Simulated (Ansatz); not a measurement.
# Calculated 47Ti NMR of the central transition for TiO2

Cell: a Materials Project structure (computed, not necessarily an observed phase), atoms as given.

Space group C2/m (No. 12); a = 12.3072, b = 3.7669, c = 6.6162 Å, β = 106.95°.

```csv
site,Wyckoff,site symmetry,x,y,z
Ti1,4i,m,0.8047,0.0000,0.7162
Ti2,4i,m,0.0999,0.0000,0.7104
O5,4i,m,0.0584,0.0000,0.3700
O6,4i,m,0.6381,0.0000,0.7066
O7,4i,m,0.1328,0.0000,0.0047
O9,4i,m,0.7365,0.0000,0.3475
```

One atom of each set is listed; the run and its k-mesh use a cell of 12 atoms with edges of 6.44, 6.44, 6.62 Å.

All values are calculated (Ansatz; DFT, r2SCAN, plane waves and PAW, scalar-relativistic, 500 eV cutoff, Γ-centred 7×7×4 k-points, Fermi–Dirac smearing 0.02 eV), not measured.

47Ti has I = 5/2 and Q = 302.0 mb (Pyykkö 2018); at 11.7 T its Larmor frequency is ν₀ = 28.1 MHz. Only the quadrupole interaction is simulated: positions count from each site's isotropic chemical shift, and shift anisotropy, dipolar and J coupling are left out.

(1) What does the 47Ti spectrum (static powder) show for each site?

Results:

(1) 

```csv
site,first shell,C_Q (MHz),η,P_Q (MHz),δ_QIS (ppm),breadth (kHz)
Ti1,5 O at 1.78–2.03 Å; also 1 O at 2.34 Å,3.81,0.97,4.36,-144,30.4
Ti2,6 O at 1.86–2.16 Å,-13.5,0.79,14.8,-1662,347
```

δ_QIS = −(ν_Q²/30ν₀²)[I(I+1) − 3/4](1 + η²/3) × 10⁶ ppm with ν_Q = 3|C_Q|/[2I(2I−1)]; it falls as 1/B₀² in ppm, and the breadth as 1/B₀ in kHz.

At this cell the r2SCAN pressure is -6 GPa, so with r2SCAN the cell would shrink if it were relaxed. The entry's cell may itself be off. The largest force is 0.3 eV/Å, so the atoms aren't at the calculated equilibrium and relaxing them would move these values.

Hardware: 1 thread of Arm Neoverse V1 (aarch64; 8 cores open to the job, memory cap 2.5 GiB, no GPU), a shared host with a load of 0.4 a core. Wall time 93 s, CPU time 93 s, peak memory 1.1 GiB.
